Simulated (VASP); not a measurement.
Set up this calculation in VASP 6.6.1, as the native input.

| Item | Value |
| --- | --- |
| Task | single point |
| Functional | PBE |
| Potentials or basis | VASP PAW PBE potentials, release 64 (W_sv, C) |
| Cutoff | 520 eV |
| k mesh | 10 × 10 × 9 |
| Occupations | gaussian, width 0.011 eV |
| Spin | no spin polarisation |
| Further INCAR settings | ALGO = Fast; EDIFF = 1e-06 |

The structure of WC (Qusongite) lies in POSCAR:

```
WC
1.0
    2.9065000000      0.0000000000      0.0000000000
   -1.4532500000      2.5171028361      0.0000000000
    0.0000000000      0.0000000000      2.8366000000
W C
1 1
Direct
    0.0000000000      0.0000000000      0.0000000000
    0.6666666667      0.3333333333      0.5000000000
```

The input as run:

INCAR

```
SYSTEM = WC
PREC     = Accurate       ! precision mode
ENCUT    = 520            ! plane-wave cutoff, eV
EDIFF    = 1E-6           ! SCF threshold, eV
ISMEAR   = 0              ! smearing method
SIGMA    = 0.011          ! smearing width, eV
LREAL    = .False.        ! projectors in reciprocal space
LASPH    = .True.         ! aspherical terms in the spheres
NELM     = 60             ! most SCF steps
ALGO     = Fast           ! electronic algorithm
ISIF     = 2              ! what is computed and relaxed
LWAVE    = .False.        ! write WAVECAR
LCHARG   = .False.        ! write CHGCAR
GGA      = PE             ! functional
```

KPOINTS

```
regular mesh
0
Gamma
  10 10 9
  0 0 0
```

Potentials or basis: VASP PAW PBE potentials, release 64 (W_sv, C).

Command:

```bash
$ cat potpaw_PBE.64/W_sv/POTCAR potpaw_PBE.64/C/POTCAR > POTCAR
$ mpirun -np 1 vasp_std > vasp.out
```

It gave:

* Pressure: 6.7 GPa
* Band gap on the k mesh: none (metal or under the smearing width)

It took 16 s on 1 thread of Intel(R) Xeon(R) Platinum 8488C (Sapphire Rapids) (shared host), peak memory 0.14 GiB.
